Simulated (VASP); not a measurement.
# SiC (Fm-3m) in VASP: notebook

The runs below take SiC through relaxation of cell and atoms, relaxation of the atoms, with PBE.

Everything below comes from runs of VASP 6.6.1. Logs are shortened: lines on timing, memory, paths and dates and some standing lists are left out, and cuts for length are marked.

## (1) The structure

The structure is cubic, space group Fm-3m (No. 225). Conventional cell: a = 4.057 Å, b = 4.057 Å, c = 4.057 Å, α = 90.00°, β = 90.00°, γ = 90.00°. Around Si (site symmetry m-3m) lie 6 C at 2.03 Å. C (site symmetry m-3m) is surrounded by 6 Si at 2.03 Å.

The cell was built by a generator and needn't be a form met in nature.

## (2) Relaxation of cell and atoms, PBE

INCAR

```
PREC = Accurate ; ENCUT = 600
EDIFF = 1E-7 ; ISMEAR = 0
SIGMA = 0.03 ; LREAL = False
LASPH = True ; NELM = 80
ALGO = Normal ; ISIF = 3
LWAVE = False ; LCHARG = False
GGA = PE ; IBRION = 2
NSW = 90 ; EDIFFG = -0.005
```

KPOINTS

```
Automatic mesh
0
Gamma
  12 12 12
```

POSCAR

```
SiC                                     
1.0
    0.0000000000      2.0286613677      2.0286613677
    2.0286613677      0.0000000000      2.0286613677
    2.0286613677      2.0286613677     -0.0000000000
  Si              C             
     1     1
Direct
     0.0000000000000000    0.0000000000000000    0.0000000000000000
     0.5000000000000000    0.5000000000000000    0.5000000000000000
```

Potentials or basis: VASP PAW PBE potentials, release 64 (Si, C).

On the command line:

```console
> cat potpaw_PBE.64/Si/POTCAR potpaw_PBE.64/C/POTCAR > POTCAR
> mpirun -np 1 vasp_std > vasp.out
```

OUTCAR:

```text
PREC = Accurate
   ENCUT = 600
   EDIFF = 1E-7
   ISMEAR = 0
   LREAL = False
   LASPH = True
   NELM = 80
   ISIF = 3
   GGA = PE
   IBRION = 2
   NSW = 90
   EDIFFG = -0.005

 ion  position               nearest neighbor table
   1  0.000  0.000  0.000-   2 2.03   2 2.03   2 2.03   2 2.03   2 2.03   2 2.03
   2  0.500  0.500  0.500-   1 2.03   1 2.03   1 2.03   1 2.03   1 2.03   1 2.03

  LATTYP: Found a face centered cubic cell.
 ALAT       =     4.0573227354

  Lattice vectors:

 A1 = (   0.0000000000,   2.0286613677,   2.0286613677)
 A2 = (   2.0286613677,   0.0000000000,   2.0286613677)
 A3 = (   2.0286613677,   2.0286613677,   0.0000000000)

Analysis of symmetry for initial positions (statically):
=====================================================================
 Subroutine PRICEL returns:
 Original cell was already a primitive cell.

 Routine SETGRP: Setting up the symmetry group for a
 face centered cubic supercell.

 Subroutine GETGRP returns: Found 48 space group operations
 (whereof 48 operations were pure point group operations)
 out of a pool of 48 trial point group operations.

The static configuration has the point symmetry O_h .

Analysis of symmetry for dynamics (positions and initial velocities):
=====================================================================
 Subroutine PRICEL returns:
 Original cell was already a primitive cell.

 Routine SETGRP: Setting up the symmetry group for a
 face centered cubic supercell.

 Subroutine GETGRP returns: Found 48 space group operations
 (whereof 48 operations were pure point group operations)
 out of a pool of 48 trial point group operations.

The dynamic configuration has the point symmetry O_h .

 Subroutine INISYM returns: Found 48 space group operations
 (whereof 48 operations are pure point group operations),
 and found     1 'primitive' translations

----------------------------------------------------------------------------------------

                                     Primitive cell

  volume of cell :      16.6978

  direct lattice vectors                    reciprocal lattice vectors
     0.000000000  2.028661368  2.028661368    -0.246467946  0.246467946  0.246467946
     2.028661368  0.000000000  2.028661368     0.246467946 -0.246467946  0.246467946
     2.028661368  2.028661368  0.000000000     0.246467946  0.246467946 -0.246467946

  length of vectors
     2.868960420  2.868960420  2.868960420     0.426895005  0.426895005  0.426895005

  position of ions in fractional coordinates (direct lattice)
     0.000000000  0.000000000  0.000000000
     0.500000000  0.500000000  0.500000000

  ion indices of the primitive-cell ions
   primitive index   ion index
                 1           1
                 2           2

----------------------------------------------------------------------------------------

 KPOINTS: Automatic mesh

Automatic generation of k-mesh.
 Grid dimensions read from file:
 generate k-points for:   12   12   12

 Generating k-lattice:

  Cartesian coordinates                     Fractional coordinates (reciprocal lattice)
    -0.020538995  0.020538995  0.020538995     0.083333333  0.000000000  0.000000000
     0.020538995 -0.020538995  0.020538995     0.000000000  0.083333333  0.000000000
     0.020538995  0.020538995 -0.020538995     0.000000000  0.000000000  0.083333333

  Length of vectors
     0.035574584  0.035574584  0.035574584

  Shift w.r.t. Gamma in fractional coordinates (k-lattice)
     0.000000000  0.000000000  0.000000000

 Subroutine IBZKPT returns following result:
 ===========================================

 Found     72 irreducible k-points:

 Following reciprocal coordinates:
            Coordinates               Weight
  0.000000  0.000000  0.000000      1.000000
  0.083333  0.000000  0.000000      8.000000
  0.166667  0.000000  0.000000      8.000000
  0.250000  0.000000  0.000000      8.000000
  0.333333  0.000000  0.000000      8.000000
  0.416667  0.000000  0.000000      8.000000
[... 16 lines left out ...]
  0.500000  0.166667  0.000000     24.000000
 -0.416667  0.166667  0.000000     24.000000
 [... further k-points ...]
   k-points           NKPTS =     72   k-points in BZ     NKDIM =     72   number of bands    NBANDS=      8
   number of dos      NEDOS =    301   number of ions     NIONS =      2
   total plane-waves  NPLWV =  13824
   dimension x,y,z NGX =    24 NGY =   24 NGZ =   24
   dimension x,y,z NGXF=    48 NGYF=   48 NGZF=   48
   ions per type =               1   1
   NGX,Y,Z   is equivalent  to a cutoff of  13.91, 13.91, 13.91 a.u.
   NGXF,Y,Z  is equivalent  to a cutoff of  27.81, 27.81, 27.81 a.u.
 SYSTEM =  unknown system
   PREC   = accura    normal or accurate (medium, high low for compatibility)
   ISTART =      0    job   : 0-new  1-cont  2-samecut
   ICHARG =      2    charge: 1-file 2-atom 10-const
   ISPIN  =      1    spin polarized calculation?
   LNONCOLLINEAR =      F non collinear calculations
   LSORBIT =      F    spin-orbit coupling
   LASPH  =      T    aspherical Exc in radial PAW
   ENCUT  =  600.0 eV  44.10 Ry    6.64 a.u.   5.73  5.73  5.73*2*pi/ulx,y,z
   NELM   =     80;   NELMIN=  2; NELMDL= -5     # of ELM steps
   EDIFF  = 0.1E-06   stopping-criterion for ELM
   LREAL  =      F    real-space projection
   EDIFFG = -.5E-02   stopping-criterion for IOM
   NSW    =     90    number of steps for IOM
   IBRION =      2    ionic relax: 0-MD 1-quasi-New 2-CG
   NFREE  =      1    steps in history (QN), initial steepest desc. (CG)
   ISIF   =      3    stress and relaxation
   ISYM   =      2    0-nonsym 1-usesym 2-fastsym
   POTIM  = 0.5000    time-step for ionic-motion
   TEBEG  =    0.0;   TEEND  =   0.0 temperature during run
   PSTRESS=    0.0 pullay stress
   NELECT =       8.0000    total number of electrons
   NUPDOWN=      -1.0000    fix difference up-down
   EMIN   =  10.00;   EMAX   =-10.00  energy-range for DOS
   EFERMI =   0.00;   METHOD = LEGACY
   ISMEAR =     0;   SIGMA  =   0.03  broadening in eV -4-tet -1-fermi 0-gaus
   EFERMI_NEDOS =   21; number of points for ismear=-14 and -15
   IALGO  =     38    algorithm
   IMIX   =      4    mixing-type and parameters
     AMIX     =   0.40;   BMIX     =  1.00
     AMIX_MAG =   1.60;   BMIX_MAG =  1.00
  volume/ion in A,a.u.               =       8.35        56.34
  Fermi-wavevector in a.u.,A,eV,Ry     =   1.281008  2.420755 22.326918  1.640982
  Thomas-Fermi vector in A             =   2.413403
   LORBIT       =      0    0 simple, 1 ext, 2 COOP (PROOUT), +10 PAW based schemes
   GGA     = PE    functional components
   LHFCALC =     F    Hartree Fock is set to
   AEXX    =    0.0000 exact exchange contribution
   IVDW    =     0    specifies the selected vdW correction
   LEPSILON=     F    determine dielectric tensor
   LRPA    =     F    only Hartree local field effects (RPA)
 conjugate gradient relaxation of ions
 non-spin polarized calculation
 Gauss-broadening in eV      SIGMA  =   0.03
  energy-cutoff  :      600.00
  volume of cell :       16.70
 maximum number of plane-waves:       568
   NGX = 11   NGY = 11   NGZ = 11

--------------------------------------- Ionic step        1  -------------------------------------------

 number of electron       8.0000000 magnetization

 Free energy of the ion-electron system (eV)
  ---------------------------------------------------
  ext. energy  EPLUGINS =         0.00000000
  ---------------------------------------------------
  free energy    TOTEN  =       -13.57906884 eV

  energy without entropy =      -13.57887425  energy(sigma->0) =      -13.57897155

------------------------ aborting loop because EDIFF is reached ----------------------------------------

  FORCE on cell =-STRESS in cart. coord.  units (eV):
  Direction    XX          YY          ZZ          XY          YZ          ZX
  --------------------------------------------------------------------------------------
  -------------------------------------------------------------------------------------
  Total        0.0126230      0.0126230      0.0126230      0.0000000      0.0000000     -0.0000000
  in kB        1.2111920      1.2111920      1.2111920      0.0000000      0.0000000     -0.0000000
  external PRESSURE =       1.2111920 kB  Pullay stress =       0.0000000 kB
[... 57 lines left out ...]
  energy  without entropy=      -13.5788734122  energy(sigma->0) =      -13.57897082

--------------------------------------- Ionic step        3  -------------------------------------------

 number of electron       8.0000000 magnetization

 Free energy of the ion-electron system (eV)
  ---------------------------------------------------
  ext. energy  EPLUGINS =         0.00000000
  ---------------------------------------------------
  free energy    TOTEN  =       -13.57907137 eV

  energy without entropy =      -13.57887668  energy(sigma->0) =      -13.57897403

 E-fermi :  12.2645     XC(G=0): -12.6667

 val. band max:       12.1915261028   @ k =   0.0833   0.0000   0.0000
 cond. band min:      12.2794697394   @ k =  -0.1667   0.0833   0.0000
 fundamental gap:      0.0879436367
 Fermi energy:        12.2644914921

 k-point     1 :       0.0000    0.0000    0.0000
  band No.  band energies     occupation
      1      -6.0942      2.00000
      2      12.2942      0.16203
      3      12.2942      0.16203
      4      12.2942      0.16202
      5      19.6433      0.00000
      6      21.2375      0.00000
      7      21.2375      0.00000
      8      21.2375      0.00000
[... 243 lines left out ...]
 k-point    24 :      -0.4167    0.1667    0.0000
  band No.  band energies     occupation
      1      -0.6286      2.00000
      2       1.6274      2.00000
      3       8.3315      2.00000
      4      10.4623      2.00000
      5      15.7690      0.00000
      6      19.0824      0.00000
      7      20.4162      0.00000
      8      24.8696      0.00000

 [... further k-points ...]
[... 5 lines left out ...]
  --------------------------------------------------------------------------------------
  -------------------------------------------------------------------------------------
  Total        0.0005244      0.0005244      0.0005244      0.0000000      0.0000000      0.0000000
  in kB        0.0503006      0.0503006      0.0503006      0.0000000      0.0000000      0.0000000
  external PRESSURE =       0.0503006 kB  Pullay stress =       0.0000000 kB
[... 17 lines left out ...]
  FREE ENERGIE OF THE ION-ELECTRON SYSTEM (eV)
  ---------------------------------------------------
  free  energy   TOTEN  =       -13.5790713725 eV

  energy  without entropy=      -13.5788766777  energy(sigma->0) =      -13.57897403

 reached required accuracy - stopping structural energy minimisation
```

Wall time 6.6 s (1 thread of Intel Xeon 6975P-C (Granite Rapids), shared host); peak memory 0.14 GiB.

Results:

- Free energy: -13.5791 eV
- Relaxed volume: 8.35 Å³/atom
- Relaxed cell: a = 2.869 Å, b = 2.869 Å, c = 2.869 Å, α = 60.00°, β = 60.00°, γ = 60.00°
- Space group after relaxing (to 0.05 Å): Fm-3m (No. 225)
- Energy gained by relaxing: 0.0 meV/atom
- Ionic steps: 3
- Pressure after relaxing: 0.0 GPa
- Band gap on the k mesh: none (metal or under the smearing width)

Final structure:
```xyz
2
Lattice="0.0000 2.0289 2.0289 2.0289 0.0000 2.0289 2.0289 2.0289 0.0000" Properties=species:S:1:pos:R:3 pbc="T T T"
Si    0.0000    0.0000    0.0000
C     2.0289    2.0289    2.0289
```

## (3) Relaxation of the atoms, PBE (a relaxed cell with its volume scaled by 0.94)

INCAR

```
PREC = Accurate ; ENCUT = 600
EDIFF = 1E-7 ; ISMEAR = 0
SIGMA = 0.03 ; LREAL = False
LASPH = True ; NELM = 80
ALGO = Fast ; ISIF = 2
LWAVE = False ; LCHARG = False
GGA = PE ; IBRION = 2
NSW = 40 ; EDIFFG = -0.01
```

KPOINTS is that of step 2.

POSCAR

```
SiC                                     
1.0
    0.0000000000      1.9875268029      1.9875268029
    1.9875268029      0.0000000000      1.9875268029
    1.9875268029      1.9875268029      0.0000000000
  Si              C             
     1     1
Direct
     0.0000000000000000    0.0000000000000000    0.0000000000000000
     0.5000000000000000    0.5000000000000000    0.5000000000000000
```

Potentials or basis: VASP PAW PBE potentials, release 64 (Si, C).

On the command line:

```console
> cat potpaw_PBE.64/Si/POTCAR potpaw_PBE.64/C/POTCAR > POTCAR
> mpirun -np 1 vasp_std > vasp.out
```

It took 4.6 s on 1 thread of Intel Xeon 6975P-C (Granite Rapids), shared host; peak memory 0.13 GiB.

It converged, with:

```
Free energy             : -13.5257 eV
Pressure after relaxing : 16.8 GPa
Band gap on the k mesh  : none (metal or under the smearing width)
```

Final structure:
```
Si C
1.0
     0.00000    1.98753    1.98753
     1.98753    0.00000    1.98753
     1.98753    1.98753    0.00000
Si C
1 1
Direct
  0.00000 0.00000 0.00000
  0.50000 0.50000 0.50000
```

Levels at points of the mesh, in eV from the Fermi level:
| k point | band 1 | band 2 | band 3 | band 4 | band 5 | band 6 | band 7 | band 8 |
| --- | --- | --- | --- | --- | --- | --- | --- | --- |
| (0.00, 0.00, 0.00) | -19.16 | -0.03 | -0.03 | -0.03 | 8.45 | 8.92 | 8.92 | 8.92 |
| (0.50, 0.00, 0.00) | -13.76 | -12.03 | -1.23 | -1.23 | 5.47 | 5.47 | 6.23 | 10.20 |
| (0.50, 0.50, 0.00) | -11.84 | -10.35 | -4.56 | -4.56 | -0.61 | 2.24 | 15.61 | 15.81 |

Caveat: the relaxation stopped at its first step, so nothing moved.

## (4) Relaxation of the atoms, PBE (a relaxed cell with its volume scaled by 0.96)

INCAR is that of step 3.

KPOINTS is that of step 3.

POSCAR

```
SiC                                     
1.0
    0.0000000000      2.0015239316      2.0015239316
    2.0015239316      0.0000000000      2.0015239316
    2.0015239316      2.0015239316      0.0000000000
  Si              C             
     1     1
Direct
     0.0000000000000000    0.0000000000000000    0.0000000000000000
     0.5000000000000000    0.5000000000000000    0.5000000000000000
```

On the command line:

```console
> cat potpaw_PBE.64/Si/POTCAR potpaw_PBE.64/C/POTCAR > POTCAR
> mpirun -np 1 vasp_std > vasp.out
```

Run time: 4.5 s. Hardware: 1 thread of Intel Xeon 6975P-C (Granite Rapids), shared host; peak memory 0.13 GiB.

The run converged. Its results:

```
Free energy             : -13.5548 eV
Pressure after relaxing : 11.1 GPa
Band gap on the k mesh  : none (metal or under the smearing width)
```

Final structure:
```
CELL_PARAMETERS angstrom
0.00000 2.00152 2.00152
2.00152 0.00000 2.00152
2.00152 2.00152 0.00000
ATOMIC_POSITIONS crystal
Si 0.00000 0.00000 0.00000
C 0.50000 0.50000 0.50000
```

Levels at points of the mesh, in eV from the Fermi level:
```tsv
k point	band 1	band 2	band 3	band 4	band 5	band 6	band 7	band 8
(0.00, 0.00, 0.00)	-18.82	0.05	0.05	0.05	8.14	9.00	9.00	9.00
(0.50, 0.00, 0.00)	-13.51	-11.77	-1.09	-1.09	5.46	5.46	6.18	10.04
(0.50, 0.50, 0.00)	-11.65	-10.07	-4.40	-4.40	-0.66	2.42	15.38	15.59
```

Caveat: the relaxation stopped at its first step, so nothing moved.

## (5) Relaxation of the atoms, PBE (a relaxed cell with its volume scaled by 0.98)

INCAR is that of step 4.

KPOINTS is that of step 4.

POSCAR

```
SiC                                     
1.0
    0.0000000000      2.0153279812      2.0153279812
    2.0153279812      0.0000000000      2.0153279812
    2.0153279812      2.0153279812      0.0000000000
  Si              C             
     1     1
Direct
     0.0000000000000000    0.0000000000000000    0.0000000000000000
     0.5000000000000000    0.5000000000000000    0.5000000000000000
```

On the command line:

```console
> cat potpaw_PBE.64/Si/POTCAR potpaw_PBE.64/C/POTCAR > POTCAR
> mpirun -np 1 vasp_std > vasp.out
```

Run time: 4.8 s. Hardware: 1 thread of Intel Xeon 6975P-C (Granite Rapids), shared host; peak memory 0.13 GiB.

It converged, with:

```yaml
Free_energy: -13.5729 eV
Pressure_after_relaxing: 5.6 GPa
Band_gap_on_the_k_mesh: none (metal or under the smearing width)
```

Final structure:
```xyz
2
Lattice="0.0000 2.0153 2.0153 2.0153 0.0000 2.0153 2.0153 2.0153 0.0000" Properties=species:S:1:pos:R:3 pbc="T T T"
Si    0.0000    0.0000    0.0000
C     2.0153    2.0153    2.0153
```

Levels at points of the mesh, in eV from the Fermi level:
| k point | band 1 | band 2 | band 3 | band 4 | band 5 | band 6 | band 7 | band 8 |
| --- | --- | --- | --- | --- | --- | --- | --- | --- |
| (0.00, 0.00, 0.00) | -18.58 | 0.05 | 0.05 | 0.05 | 7.76 | 9.00 | 9.00 | 9.00 |
| (0.50, 0.00, 0.00) | -13.35 | -11.60 | -1.04 | -1.04 | 5.37 | 5.37 | 6.05 | 9.81 |
| (0.50, 0.50, 0.00) | -11.55 | -9.88 | -4.31 | -4.31 | -0.80 | 2.52 | 15.08 | 15.31 |

Caveat: the relaxation stopped at its first step, so nothing moved.

## (6) Overview

| task | cell | gap on the mesh (eV) | pressure (GPa) |
| --- | --- | --- | --- |
| relaxation of cell and atoms | relaxed | none | 0.0 |
| relaxation of the atoms | atoms relaxed from: a relaxed cell with its volume scaled by 0.94 | none | 16.8 |
| relaxation of the atoms | atoms relaxed from: a relaxed cell with its volume scaled by 0.96 | none | 11.1 |
| relaxation of the atoms | atoms relaxed from: a relaxed cell with its volume scaled by 0.98 | none | 5.6 |

Alike in all rows: level PBE; potentials or basis VASP PAW PBE potentials, release 64 (Si, C); no spin polarisation; k mesh 12 × 12 × 12; cutoff (eV) 600; smearing gaussian 0.03 eV.

Caveats: the relaxation stopped at its first step, so nothing moved (some runs).

Total energies depend on the potentials used, so only differences within one code and one set of settings carry meaning.
